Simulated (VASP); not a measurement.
Wanted: the native input for a VASP 6.6.1 run.

- Task: single point
- Functional: PBE
- Dispersion: D3(BJ)
- Potentials or basis: VASP PAW PBE potentials, release 64 (O, H, N)
- Cutoff: 520 eV
- k mesh: 1 × 1 × 1
- Occupations: fermi-dirac, width 0.02 eV
- Spin: no spin polarisation
- Dipole correction: no
- Further INCAR settings: LREAL = Auto; ALGO = Normal; EDIFF = 1e-07; NBANDS = 56

The structure of H19NO8 lies in POSCAR:

```
H19NO8
1.0
    6.0659390000      0.0000000000      0.0000000000
    0.0000000000      6.0659390000      0.0000000000
    0.0000000000      0.0000000000      6.0659390000
O H N
8 19 1
Direct
    0.0111936503      0.1537602010     -0.0458461584
    0.9702042833      0.6803563307      0.7750325218
    0.6275697794      0.4078511175      0.8302918971
    0.6162772161      0.3280942983      0.2919910668
    0.9675336333      0.6313614430      0.2165534470
    0.6082158096      0.9906298102      0.6346420562
    0.1567111044     -0.0373726145      0.5027086491
    0.2485353051      0.4110657888      0.5147100886
    0.1195528013      0.0737560994      0.0332182701
   -0.0920549976      0.1965565430      0.0672278439
    1.0303268793      0.8115973471      0.7009467125
    1.0610723253      0.5781462689      0.6968583100
    0.7475017471      0.5254091741      0.8428043869
    0.6912532421      0.2741702480      0.7629651403
    0.7315273035      0.4479273530      0.2992446841
    0.5664745392      0.3459316027      0.1433083979
    0.9964327040      0.7602780048      0.3077841699
    0.9958721972      0.6833731760      0.0649363602
    0.6487866100      1.0615998611      0.5017854614
    0.7321537523      0.9015751725      0.6755095955
    0.2976950477     -0.1109803445      0.5394877858
    0.1862860804      0.1186790701      0.5235463133
    0.1611457023      0.4574065120      0.3888763141
    0.3858924397      0.3717643715      0.4380690277
    0.4586594095      0.9634122598      0.1957652393
    0.3813094724      0.7683888677      0.0044840543
    0.5189138895      1.0180781574     -0.0805151519
    0.4192590793      0.9355188043      0.0315367497
```

The cell was built by a generator and needn't be a form met in nature.

These files were run (other wordings do the same):

INCAR

```
PREC = Accurate ; ENCUT = 520
EDIFF = 1E-7 ; ISMEAR = -1
SIGMA = 0.02 ; LREAL = Auto
LASPH = T ; NELM = 60
ALGO = Normal ; ISIF = 2
LWAVE = F ; LCHARG = F
GGA = PE ; IVDW = 12
NBANDS = 56
```

KPOINTS

```
regular mesh
0
Gamma
  1 1 1
```

Potentials or basis: VASP PAW PBE potentials, release 64 (O, H, N).

Run with:

```sh
$ cat potpaw_PBE.64/O/POTCAR potpaw_PBE.64/H/POTCAR potpaw_PBE.64/N/POTCAR > POTCAR
$ mpirun -np 1 vasp_gam > vasp.out
```

Results of the run:

The pressure is 2.9 GPa and the largest force is 2.285 eV/Å. The band gap on the k mesh is 3.74 eV, direct and the dispersion energy per atom is -0.043 eV.

It took 32 s on 1 thread of Intel(R) Xeon(R) Platinum 8375C CPU @ 2.90GHz (Ice Lake) (shared host), peak memory 0.34 GiB.
